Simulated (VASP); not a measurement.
# Al16N15 (a cell with a defect) in VASP: notebook, part 2 of 2

VASP 6.6.1.

### Step 5. Relaxation of the atoms, PBEsol, collinear spin, ferromagnetic start

INCAR

```
PREC = Accurate
ENCUT = 450
EDIFF = 1E-5
ISMEAR = 0
SIGMA = 0.03
LREAL = Auto
LASPH = True
NELM = 120
ALGO = Normal
ISIF = 2
LWAVE = False
LCHARG = False
ISPIN = 2
MAGMOM = 0.5 0 0 0 0 0 0 0 0.5 0 0.5 0 0.5 0 0 0 0 0 0 0 0 0 0 0 0 0 0 0 0 0 0
LORBIT = 11
GGA = PS
IBRION = 2
NSW = 40
EDIFFG = -0.03
NELECT = 122.0
KPAR = 4
```

KPOINTS

```
Automatic mesh
0
Gamma
  3 3 2
```

POSCAR

```
Al16N15
1.0
    6.2200008610      0.0000000000      0.0000000000
   -3.1100004305      5.3866787572      0.0000000000
    0.0000000000      0.0000000000      9.9600000000
Al N
16 15
Direct
    0.3333333333      0.1666666667      0.0000000000
    0.3333333333      0.1666666667      0.5000000000
    0.3333333333      0.6666666667      0.0000000000
    0.3333333333      0.6666666667      0.5000000000
    0.8333333333      0.1666666667      0.0000000000
    0.8333333333      0.1666666667      0.5000000000
    0.8333333333      0.6666666667      0.0000000000
    0.8333333333      0.6666666667      0.5000000000
    0.1666666667      0.3333333333      0.2500000000
    0.1666666667      0.3333333333      0.7500000000
    0.1666666667      0.8333333333      0.2500000000
    0.1666666667      0.8333333333      0.7500000000
    0.6666666667      0.3333333333      0.2500000000
    0.6666666667      0.3333333333      0.7500000000
    0.6666666667      0.8333333333      0.2500000000
    0.6666666667      0.8333333333      0.7500000000
    0.3333333333      0.1666666667      0.6910000000
    0.3333333333      0.6666666667      0.1910000000
    0.3333333333      0.6666666667      0.6910000000
    0.8333333333      0.1666666667      0.1910000000
    0.8333333333      0.1666666667      0.6910000000
    0.8333333333      0.6666666667      0.1910000000
    0.8333333333      0.6666666667      0.6910000000
    0.1666666667      0.3333333333      0.4410000000
    0.1666666667      0.3333333333      0.9410000000
    0.1666666667      0.8333333333      0.4410000000
    0.1666666667      0.8333333333      0.9410000000
    0.6666666667      0.3333333333      0.4410000000
    0.6666666667      0.3333333333      0.9410000000
    0.6666666667      0.8333333333      0.4410000000
    0.6666666667      0.8333333333      0.9410000000
```

Potentials or basis: VASP PAW PBE potentials, release 64 (Al, N).

The run is started by

```
$ cat potpaw_PBE.64/Al/POTCAR potpaw_PBE.64/N/POTCAR > POTCAR
$ mpirun -np 4 vasp_std > vasp.out
```

OUTCAR:

```text
PREC = Accurate
   ENCUT = 450
   EDIFF = 1E-5
   ISMEAR = 0
   LREAL = Auto
   LASPH = True
   NELM = 120
   ISIF = 2
   ISPIN = 2
   LORBIT = 11
   GGA = PS
   IBRION = 2
   NSW = 40
   EDIFFG = -0.03
   NELECT = 122.0

 ion  position               nearest neighbor table
   1  0.333  0.167  0.000-  25 1.89  29 1.89  27 1.89  10 3.07   9 3.07  14 3.07  13 3.07  12 3.07
                            11 3.07   5 3.11   5 3.11   3 3.11   3 3.11   7 3.11   7 3.11
   2  0.333  0.167  0.500-  24 1.89  28 1.89  26 1.89  17 1.90   9 3.07  10 3.07  13 3.07  14 3.07
                            11 3.07  12 3.07   6 3.11   6 3.11   8 3.11   4 3.11   4 3.11   8 3.11
   3  0.333  0.667  0.000-  27 1.89  31 1.89  25 1.89  18 1.90  11 3.07  12 3.07  15 3.07  16 3.07
                             9 3.07  10 3.07   7 3.11   7 3.11   1 3.11   1 3.11   5 3.11   5 3.11
   4  0.333  0.667  0.500-  26 1.89  30 1.89  24 1.89  19 1.90  11 3.07  12 3.07  15 3.07  16 3.07
                             9 3.07  10 3.07   8 3.11   8 3.11   2 3.11   2 3.11   6 3.11   6 3.11
   5  0.833  0.167  0.000-  29 1.89  25 1.89  31 1.89  20 1.90  13 3.07  14 3.07   9 3.07  10 3.07
                            15 3.07  16 3.07   1 3.11   1 3.11   7 3.11   7 3.11   3 3.11   3 3.11
   6  0.833  0.167  0.500-  28 1.89  24 1.89  30 1.89  21 1.90  13 3.07  14 3.07   9 3.07  10 3.07
                            15 3.07  16 3.07   2 3.11   2 3.11   8 3.11   8 3.11   4 3.11   4 3.11
   7  0.833  0.667  0.000-  31 1.89  27 1.89  29 1.89  22 1.90  15 3.07  16 3.07  11 3.07  12 3.07
                            13 3.07  14 3.07   3 3.11   3 3.11   5 3.11   5 3.11   1 3.11   1 3.11
   8  0.833  0.667  0.500-  30 1.89  26 1.89  28 1.89  23 1.90  15 3.07  16 3.07  11 3.07  12 3.07
                            13 3.07  14 3.07   4 3.11   4 3.11   6 3.11   6 3.11   2 3.11   2 3.11
   9  0.167  0.333  0.250-  20 1.89  18 1.89  24 1.90   2 3.07   1 3.07   6 3.07   5 3.07   4 3.07
[... 16 lines left out ...]
  18  0.333  0.667  0.191-  11 1.89  15 1.89   9 1.89   3 1.90
  19  0.333  0.667  0.691-  12 1.89  16 1.89  10 1.89   4 1.90
  20  0.833  0.167  0.191-  13 1.89   9 1.89  15 1.89   5 1.90
  21  0.833  0.167  0.691-  14 1.89  10 1.89  16 1.89   6 1.90
  22  0.833  0.667  0.191-  15 1.89  11 1.89  13 1.89   7 1.90
  23  0.833  0.667  0.691-  16 1.89  12 1.89  14 1.89   8 1.90
  24  0.167  0.333  0.441-   2 1.89   6 1.89   4 1.89   9 1.90
  25  0.167  0.333  0.941-   1 1.89   5 1.89   3 1.89  10 1.90
  26  0.167  0.833  0.441-   4 1.89   8 1.89   2 1.89  11 1.90
  27  0.167  0.833  0.941-   3 1.89   7 1.89   1 1.89  12 1.90
  28  0.667  0.333  0.441-   6 1.89   2 1.89   8 1.89  13 1.90
  29  0.667  0.333  0.941-   5 1.89   1 1.89   7 1.89  14 1.90
  30  0.667  0.833  0.441-   8 1.89   4 1.89   6 1.89  15 1.90
  31  0.667  0.833  0.941-   7 1.89   3 1.89   5 1.89  16 1.90

  LATTYP: Found a hexagonal cell.
 ALAT       =     6.2200008610
[... 585 lines left out ...]
  ext. energy  EPLUGINS =         0.00000000
  ---------------------------------------------------
  free energy    TOTEN  =      -245.40452291 eV

  energy without entropy =     -245.40452291  energy(sigma->0) =     -245.40452291

 E-fermi :   6.7047     XC(G=0): -10.9599

 val. band max:        6.5404386493   @ k =   0.3333   0.3333   0.0000
 cond. band min:       9.4644439441   @ k =   0.3333   0.0000   0.0000
 fundamental gap:      2.9240052947
 Fermi energy:         6.7046660326

 spin component 1

 k-point     1 :       0.0000    0.0000    0.0000
  band No.  band energies     occupation
      1      -9.1449      1.00000
      2      -8.3386      1.00000
      3      -8.2257      1.00000
      4      -7.3198      1.00000
      5      -7.3198      1.00000
      6      -7.1404      1.00000
[... 445 lines left out ...]
     72      13.0127      0.00000
     73      13.1123      0.00000
 Fermi energy:         6.7046660326

 spin component 2

 k-point     1 :       0.0000    0.0000    0.0000
  band No.  band energies     occupation
      1      -9.1449      1.00000
      2      -8.3386      1.00000
      3      -8.2257      1.00000
      4      -7.3198      1.00000
      5      -7.3198      1.00000
      6      -7.1404      1.00000
[... 445 lines left out ...]
     72      13.0127      0.00000
     73      13.1123      0.00000
 [bands above 73 left out]

------------------------ aborting loop because EDIFF is reached ----------------------------------------

  FORCE on cell =-STRESS in cart. coord.  units (eV):
  Direction    XX          YY          ZZ          XY          YZ          ZX
  --------------------------------------------------------------------------------------
  -------------------------------------------------------------------------------------
  Total      -10.6286672    -10.6286672    -12.5703142      0.0000000      0.0000000      0.0000000
  in kB      -51.0291734    -51.0291734    -60.3511925      0.0000000      0.0000000      0.0000000
  external PRESSURE =     -54.1365131 kB  Pullay stress =       0.0000000 kB
[... 46 lines left out ...]
  FREE ENERGIE OF THE ION-ELECTRON SYSTEM (eV)
  ---------------------------------------------------
  free  energy   TOTEN  =      -245.4045229085 eV

  energy  without entropy=     -245.4045229085  energy(sigma->0) =     -245.40452291

 reached required accuracy - stopping structural energy minimisation

 total charge

# of ion       s       p       d       tot
------------------------------------------
    1        0.377   0.419   0.000   0.796
    2        0.365   0.436   0.000   0.802
    3        0.366   0.440   0.000   0.807
    4        0.365   0.435   0.000   0.800
    5        0.366   0.440   0.000   0.807
    6        0.365   0.435   0.000   0.800
[... 23 lines left out ...]
   30        1.222   2.614   0.000   3.836
   31        1.223   2.617   0.000   3.840
--------------------------------------------------
tot         24.251  45.943   0.000  70.194

 magnetization (x)

# of ion       s       p       d       tot
------------------------------------------
    1       -0.000   0.000   0.000   0.000
    2       -0.000   0.000   0.000  -0.000
    3        0.000  -0.000   0.000  -0.000
    4        0.000   0.000   0.000   0.000
    5        0.000  -0.000   0.000  -0.000
    6        0.000   0.000   0.000   0.000
[... 23 lines left out ...]
   30       -0.000  -0.000   0.000  -0.000
   31       -0.000  -0.000   0.000  -0.000
--------------------------------------------------
tot          0.000  -0.000   0.000  -0.000
```

It took 22 min on 4 MPI ranks of Intel Xeon Platinum 8259CL at 2.50GHz (Skylake/Cascade Lake), shared host; peak memory 0.64 GiB.

What came out:

```
Free energy                                           : -245.4045 eV
Energy gained by relaxing                             : 5.6 meV/atom
Ionic steps                                           : 10
Largest force after relaxing                          : 0.024 eV/Å
Band gap on the k mesh                                : 2.92 eV, indirect (least direct gap 2.99 eV)
Net moment                                            : 0.00 μB per cell
Valence electrons inside the program's atomic spheres : Al 0.80, 0.81, 0.78; N 3.83, 3.82, 3.84
```

Forces in eV/Å, atoms in the order of the input:
```
Al   0.000  0.000 -0.014
Al   0.000  0.000  0.001
Al   0.002  0.001  0.015
Al  -0.003 -0.002 -0.024
Al   0.000 -0.002  0.015
Al   0.000  0.003 -0.024
Al  -0.002  0.001  0.015
Al   0.003 -0.002 -0.024
Al  -0.003  0.002  0.004
Al  -0.001  0.001 -0.002
Al   0.000 -0.004  0.004
Al   0.000 -0.001 -0.002
Al   0.003  0.002  0.004
Al   0.001  0.001 -0.002
Al   0.000  0.000  0.003
Al   0.000  0.000  0.009
N    0.000  0.000  0.004
N   -0.002 -0.001  0.008
N    0.000  0.000 -0.008
N    0.000  0.002  0.008
N    0.000  0.000 -0.008
N    0.002 -0.001  0.008
N    0.000  0.000 -0.008
N   -0.001  0.000  0.012
N   -0.009  0.005 -0.011
N    0.000 -0.001  0.012
N    0.000 -0.010 -0.011
N    0.001  0.000  0.012
N    0.009  0.005 -0.011
N    0.000  0.000  0.003
N    0.000  0.000  0.008
```

Step by step:
| step | energy change (eV) | largest force (eV/Å) | pressure (GPa) |
| --- | --- | --- | --- |
| 1 | 0.0000 | 1.2119 | -6.05 |
| 2 | -0.0881 | 0.7599 | -5.32 |
| 3 | -0.1469 | 0.3981 | -5.66 |
| 4 | -0.1661 | 0.1450 | -5.45 |
| 5 | -0.1662 | 0.1679 | -5.47 |
| 6 | -0.1708 | 0.1181 | -5.43 |
| 7 | -0.1713 | 0.1007 | -5.41 |
| 8 | -0.1730 | 0.0647 | -5.42 |
| 9 | -0.1732 | 0.0489 | -5.41 |
| 10 | -0.1738 | 0.0240 | -5.41 |

Final structure:
```yaml
crystal:
  lattice:
    - [6.22000, 0.00000, 0.00000]
    - [-3.11000, 5.38668, 0.00000]
    - [0.00000, 0.00000, 9.96000]
  atoms:
    - { symbol: Al, position: [0.33333, 0.16667, 0.99063] }
    - { symbol: Al, position: [0.33333, 0.16667, 0.50170] }
    - { symbol: Al, position: [0.33552, 0.66776, 0.99899] }
    - { symbol: Al, position: [0.33451, 0.66725, 0.50103] }
    - { symbol: Al, position: [0.83224, 0.16448, 0.99899] }
    - { symbol: Al, position: [0.83275, 0.16549, 0.50103] }
    - { symbol: Al, position: [0.83224, 0.66776, 0.99899] }
    - { symbol: Al, position: [0.83275, 0.66725, 0.50103] }
    - { symbol: Al, position: [0.16356, 0.33644, 0.25115] }
    - { symbol: Al, position: [0.16632, 0.33368, 0.74973] }
    - { symbol: Al, position: [0.16356, 0.82712, 0.25115] }
    - { symbol: Al, position: [0.16632, 0.83264, 0.74973] }
    - { symbol: Al, position: [0.67288, 0.33644, 0.25115] }
    - { symbol: Al, position: [0.66736, 0.33368, 0.74973] }
    - { symbol: Al, position: [0.66667, 0.83333, 0.25206] }
    - { symbol: Al, position: [0.66667, 0.83333, 0.74944] }
    - { symbol: N, position: [0.33333, 0.16667, 0.69259] }
    - { symbol: N, position: [0.33497, 0.66748, 0.19025] }
    - { symbol: N, position: [0.33261, 0.66631, 0.69153] }
    - { symbol: N, position: [0.83252, 0.16503, 0.19025] }
    - { symbol: N, position: [0.83369, 0.16739, 0.69153] }
    - { symbol: N, position: [0.83252, 0.66748, 0.19025] }
    - { symbol: N, position: [0.83369, 0.66631, 0.69153] }
    - { symbol: N, position: [0.16740, 0.33260, 0.43969] }
    - { symbol: N, position: [0.16657, 0.33343, 0.94318] }
    - { symbol: N, position: [0.16740, 0.83480, 0.43969] }
    - { symbol: N, position: [0.16657, 0.83313, 0.94318] }
    - { symbol: N, position: [0.66520, 0.33260, 0.43969] }
    - { symbol: N, position: [0.66687, 0.33343, 0.94318] }
    - { symbol: N, position: [0.66667, 0.83333, 0.44149] }
    - { symbol: N, position: [0.66667, 0.83333, 0.94045] }
```

Caveat: the cell is charged against a uniform background, so pressure and absolute levels hang on convention; the cutoff is under 1.25 times the usual one of these potentials, so pressure, stress and relaxed cells hold a basis-set (Pulay) error; the PAW data sets were made with another functional, which shifts forces and pressure a little. As with any semilocal functional, this PBEsol gap is likely too small.

### Step 6. Summary

| task | fixed moment (μB) | cell | mesh quality | gap on the mesh (eV) | moment (μB) | largest force (eV/Å) |
| --- | --- | --- | --- | --- | --- | --- |
| single point | - | as given | not flagged | 2.97 | 0.00 | 1.21 |
| single point | 2 | as given | coarse | - | 2.00 | 1.18 |
| single point | 0 | as given | coarse | - | 0.00 | 1.21 |
| relaxation of the atoms | - | atoms relaxed | not flagged | 2.92 | 0.00 | 0.02 |

Alike in all rows: level PBEsol; potentials or basis VASP PAW PBE potentials, release 64 (Al, N); spin collinear, ferromagnetic start; k mesh 3 × 3 × 2; cutoff (eV) 450; smearing gaussian 0.03 eV.

Caveats: some runs use coarse meshes; the cell is charged against a uniform background, so pressure and absolute levels hang on convention; the cutoff is under 1.25 times the usual one of these potentials, so pressure, stress and relaxed cells hold a basis-set (Pulay) error; the PAW data sets were made with another functional, which shifts forces and pressure a little; the total moment is fixed, so each spin has its own Fermi level (some runs); the moment is held away from its start (some runs).

Total energies depend on the potentials used, so only differences within one code and one set of settings carry meaning.
